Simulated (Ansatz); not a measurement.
SiC: a vibration from a frozen displacement

The calculation used DFT PBE, scalar-relativistic, plane waves, PAW in Ansatz 0.2.0. Settings: plane waves to 420 eV, k-mesh 6×6×6 (Γ-centred), Gaussian smearing 0.05 eV. No spin polarisation. Energies are free energies at this smearing, counted from the undisturbed cell; pressure is positive in compression.

The undisturbed cell (relaxed at this level):

```
CELL_PARAMETERS angstrom
4.37973 0.00000 0.00000
0.00000 -4.37973 0.00000
0.00000 0.00000 -4.37973
ATOMIC_POSITIONS crystal
Si 0.00000 0.00000 0.00000
Si 0.50000 0.50000 0.00000
Si 0.50000 0.00000 0.50000
Si 0.00000 0.50000 0.50000
C 0.75000 0.75000 0.75000
C 0.25000 0.25000 0.75000
C 0.25000 0.75000 0.25000
C 0.75000 0.25000 0.25000
```

Atom 5 (C) is moved by x along the Cartesian unit vector (0.000, 0.000, 1.000); the cell and all other atoms stay fixed. The cell's volume is 84.01 Å³; the moved atoms weigh 12.011 u together and the others 148.373 u. Some rows repeat others by symmetry and weren't run.

| x (Å) | ΔE (meV/cell) | total force on the moved atoms along the move (eV/Å) | pressure (GPa) |
| --- | --- | --- | --- |
| -0.2000 | 442.68 | 4.3615 | 1.4197 |
| -0.1800 | 359.58 | 3.9477 | 1.1535 |
| -0.1600 | 284.82 | 3.5268 | 0.9140 |
| -0.1400 | 218.55 | 3.0997 | 0.7016 |
| -0.1200 | 160.87 | 2.6671 | 0.5167 |
| -0.1000 | 111.89 | 2.2297 | 0.3596 |
| -0.0800 | 71.71 | 1.7885 | 0.2308 |
| -0.0600 | 40.38 | 1.3441 | 0.1303 |
| -0.0400 | 17.96 | 0.8974 | 0.0584 |
| 0.0000 | 0.00 | 0.0000 | 0.0008 |
| 0.0400 | 17.96 | -0.8974 | 0.0584 |
| 0.0600 | 40.38 | -1.3441 | 0.1303 |
| 0.0800 | 71.71 | -1.7885 | 0.2308 |
| 0.1000 | 111.89 | -2.2297 | 0.3596 |
| 0.1200 | 160.87 | -2.6671 | 0.5167 |
| 0.1400 | 218.55 | -3.0997 | 0.7016 |
| 0.1600 | 284.82 | -3.5268 | 0.9140 |
| 0.1800 | 359.58 | -3.9477 | 1.1535 |
| 0.2000 | 442.68 | -4.3615 | 1.4197 |

Question: What frequency belongs to this motion?

Answer: The force constant is k = −dF/dx = 22.435 eV/Å², from the parabola through x = -0.0400, 0 and 0.0400. In every cell the moved atoms swing against the rest, so the mass is μ = m₁m₂/(m₁ + m₂) = 11.112 u, and ν̃ = 521.5 cm⁻¹ × √(|k|/μ) = 741 cm⁻¹. The pattern needn't be a normal mode: ν̃² is then a weighted mean of the squared nonzero frequencies at the zone centre of this cell, taken without macroscopic field, so it lies between the lowest and the highest of them.

Question: How far does the harmonic law reach?

Answer: At x = -0.200 Å, kx²/2 = 448.70 meV against the computed 442.68 meV (-1.3 %): the well is still close to harmonic there.

Question: The pressure changes with x². What does that say about the frequency under compression?

Answer: With E = k(V)x²/2, k ∝ V^(−2γ) and x scaling with the cell as V^(1/3), P − P0 = −∂E/∂V = (2γ − 2/3) ΔE/V. At x = 0.0600 Å, V(P − P0) = 84.01 × 0.12950 / 160.2 eV = 67.90 meV and ΔE = 40.38 meV, so γ = 1/3 + V(P − P0)/(2ΔE) = 1.17. This is the Grüneisen parameter of the motion under uniform scaling of the cell: shrinking the cell evenly by 1 % in volume raises the frequency by about 1.17 %.